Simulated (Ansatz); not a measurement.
# Al9O: the cost of one run

Program: Ansatz 0.2.0. Level of theory: DFT PBE, scalar-relativistic, plane waves, PAW. These are calculated values, not measurements.

14 further runs of the same task are left out: 1 that didn't finish, 13 set aside as unsound or not needed.

## Step 1: The system as given

Symmetry: P3m1, No. 156, trigonal system. The conventional cell has a = 2.854 Å, b = 2.854 Å, c = 35.761 Å, α = 90.00°, β = 90.00°, γ = 120.00°. Al (site symmetry 3m) is surrounded by 9 Al at 2.85 to 2.87 Å. Al (site symmetry 3m) has 12 Al at 2.85 to 2.87 Å as nearest neighbours. Around Al (site symmetry 3m) lie 12 Al at 2.85 Å. Around Al (site symmetry 3m) lie 12 Al at 2.85 to 2.88 Å. Around Al (site symmetry 3m) lie 1 O at 2.82 Å and 12 Al at 2.85 to 2.89 Å. Only part of the 10 independent sites is listed.

Coordinates:

```
Al O
1.0
     2.85354    0.00000    0.00000
    -1.42677    2.47124    0.00000
     0.00000    0.00000   35.76056
Al O
9 1
Direct
  0.33333 0.66667 0.11186
  0.00000 0.00000 0.17744
  0.66667 0.33333 0.24303
  0.00000 0.00000 0.30861
  0.33333 0.66667 0.37363
  0.00000 0.00000 0.43861
  0.66667 0.33333 0.50473
  0.00000 0.00000 0.57013
  0.33333 0.66667 0.63647
  0.00000 0.00000 0.64905
```

This is the geometry of the first run shown, built on a cell relaxed beforehand with the same method.

## Step 2: What is varied

Atoms count from 1 in the order of the input.

O is moved along a line over the surface and along the normal, above a rigid substrate.

First coordinate, position of O10 along the long diagonal of the hexagonal surface cell, from above Al9: 9 values from 0.00 to 4.39 Å, periodic. Second coordinate, height of O10 above the plane of Al9: 8 values from 0.45 to 3.63 Å.

Nothing else is relaxed. Points are written as (first, second).

## Step 3: The run at (3.29 Å, 0.45 Å)

A dipole layer in the vacuum cancels the field that periodic copies would set up if the slab's two faces differ.

Contents of input.yaml:

```yaml
crystal:
  lattice:
    - [2.8535431553, 0.0, 0.0]
    - [-1.4267715776, 2.4712408633, 0.0]
    - [0.0, 0.0, 35.7605581613]
  atoms:
    - { symbol: Al, position: [0.3333333333, 0.6666666667, 0.1118550774] }
    - { symbol: Al, position: [0.0, 0.0, 0.1774403133] }
    - { symbol: Al, position: [0.6666666667, 0.3333333333, 0.2430255492] }
    - { symbol: Al, position: [0.0, 0.0, 0.3086107852] }
    - { symbol: Al, position: [0.3333333333, 0.6666666667, 0.3736276285] }
    - { symbol: Al, position: [0.0, 0.0, 0.4386134276] }
    - { symbol: Al, position: [0.6666666667, 0.3333333333, 0.5047341701] }
    - { symbol: Al, position: [0.0, 0.0, 0.5701287275] }
    - { symbol: Al, position: [0.3333333333, 0.6666666667, 0.6364709985] }
    - { symbol: O, position: [1.0, 0.0, 0.6490546947], spin: 2.0 }
basis:
  ecutwfc: 420
kpoints:
  mp_grid: { grid: [9, 9, 1] }
hamiltonian:
  xc: pbe
  pseudopotentials: { kind: paw, azcp: { folder: soft_1 } }
scf:
  occupations: { method: gaussian, width: 0.1 }
output:
  forces: true
  eigenvalues: true
  populations: true
magnetization:
  spin_polarized: true
efield:
  axis: 3
  dipole_correction: true
  ramp_width: 0.04
```

The run is started by

```
$ ansatz run input.yaml --threads 1 --pin off --max-ram 3072MiB --backend cpu --events-out ev --progress --plain --runs-dir out
```

What time and memory should one allow on 1 thread of Arm Neoverse N1, shared host?

About 65 s, with a peak of 0.45 GiB.
